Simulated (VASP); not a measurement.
# MoS₂, self-consistent run: which settings are enough?

MoS₂, P1 (no. 1), 3 atoms in the cell. PBE; PAW potentials Mo_sv, S (PBE set). VASP 6.6.1. The atoms are moved at random off their ideal places.

Wanted: energy within 1 meV/atom; forces within 0.005 eV/Å; pressure within 0.1 GPa.

POSCAR:
```
MoS2
1.0
    1.5800000000      0.9122134253      6.1500000000
   -1.5800000000      0.9122134253      6.1500000000
    0.0000000000     -1.8244268506      6.1500000000
Mo S
1 2
Direct
    0.0064930000     -0.0055950000     -0.0029540000
    0.4229050000      0.4184770000      0.4115440000
    0.2494110000      0.2491040000      0.2525190000
```

## One numerical tag moved

| One numerical tag moved | Energy less reference (meV/atom) | Forces, largest deviation (eV/Å) | Pressure (GPa) | SCF iterations | Time (s) |
|---|---|---|---|---|---|
| default | 0.0 | 0.0000 | 5.01 | 15 | 303 |
| EBREAK = 1e-10 | 0.0 | 0.0000 | 5.01 | 15 | 264 |
| LMAXPAW = -1 | 14.2 | 0.0453 | 4.69 | 15 | 266 |
| DEPER = 0.6 | 0.0 | 0.0000 | 5.01 | 15 | 248 |
| RANDOM_GENERATOR = pcg_32 | 0.0 | 0.0000 | 5.01 | 15 | 348 |
| EBREAK = 0.0001 | 0.0 | 0.0002 | 5.02 | 16 | 305 |
| LASYNC = T | 0.0 | 0.0000 | 5.01 | 15 | 360 |
| LDIAG = F | 0.0 | 0.0001 | 5.01 | 15 | 330 |
| DEPER = 0.05 | 0.0 | 0.0001 | 5.01 | 15 | 520 |

Chosen: default; no other choice that stays within half of the tolerance saves 30 % of the time.

## The input

INCAR:
```
SYSTEM = MoS2
  PREC = Accurate
  ENCUT = 520
  EDIFF = 1E-7
  ISMEAR = 0
  SIGMA = 0.02
  LREAL = .FALSE.
  LASPH = .TRUE.
  ALGO = Normal
  NELM = 100
  ISIF = 2
  LWAVE = .FALSE.
  LCHARG = .FALSE.
```

KPOINTS:
```
k-points
0
Gamma
  8 8 8
```

Commands:
```
cat potpaw_PBE.64/Mo_sv/POTCAR potpaw_PBE.64/S/POTCAR > POTCAR
mpirun -np 1 vasp_std > vasp.out
```

The chosen input took VASP 6.6.1 303 s on 1 core (Intel Xeon 6975P-C (Granite Rapids)), a shared host.

## An input that fails: LMAXPAW = -1 without LASPH

It runs to its end, but against the unchanged starting input it is off by 14.2 meV/atom in the energy, 0.0453 eV/Å in the forces, 0.33 GPa in the pressure.

Changes against the starting input:
```
- LASPH = True
+ LASPH = False
+ LMAXPAW = -1
```
